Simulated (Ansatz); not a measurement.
## AlGaN2: pressure coefficient of the gap from its deformation potential

All numbers below come from Ansatz, DFT r2SCAN, scalar-relativistic, plane waves, PAW. Cutoff 500 eV, mesh 8×8×6 in the first runs.

The relaxed cell is P-4m2 with a = 3.139 Å, c = 4.422 Å. An equation of state gives B0 = 203.4 GPa at V0 = 10.891 Å³/atom, and gaps on the k mesh of 3.605 eV at 10.564 Å³/atom, 3.369 eV at 10.890 Å³/atom, 3.142 eV at 11.217 Å³/atom.

Question: Predict dE_g/dP at zero pressure, and compare with cells relaxed under pressure.

Answer: A parabola in ln V through the three points has the slope a = dE_g/d ln V = -7.71 eV at V0. Since dP = −B d ln V, dE_g/dP = −a/B = 37.9 meV/GPa. Separate runs under pressure gave gaps (over the zone) of 3.292 eV at -1.99 GPa, 3.369 eV at 0.01 GPa, 3.444 eV at 2.02 GPa, a slope of 37.9 meV/GPa at zero. The two routes agree within 0.1 meV/GPa. Compression widens this gap. Pressure coefficients of semilocal functionals are as a rule better than their gaps.

The gap widens under compression because its edges differ in bonding character. In nitrides of this family the conduction-band minimum at the zone centre is an antibonding mix of cation s and N s states, which shorter bonds push up strongly, while the N 2p valence edge responds less. The large positive coefficient suggests such an edge here too, since a minimum derived from the zinc-blende X valley, as in cubic AlN, would respond far more weakly.

The gap rises slightly less from 0.01 to 2.02 GPa than it does from -1.99 to 0.01 GPa, although its response to ln V does not weaken on compression. The sublinearity therefore probably comes from the lattice stiffening, so a constant 37.9 meV/GPa would overestimate the gap at high pressure. The absolute gap of 3.369 eV is low for a nitride with half its cations Al, probably because a semilocal functional largely misses the derivative discontinuity. The agreement between the two routes confirms internal consistency, not accuracy against experiment.
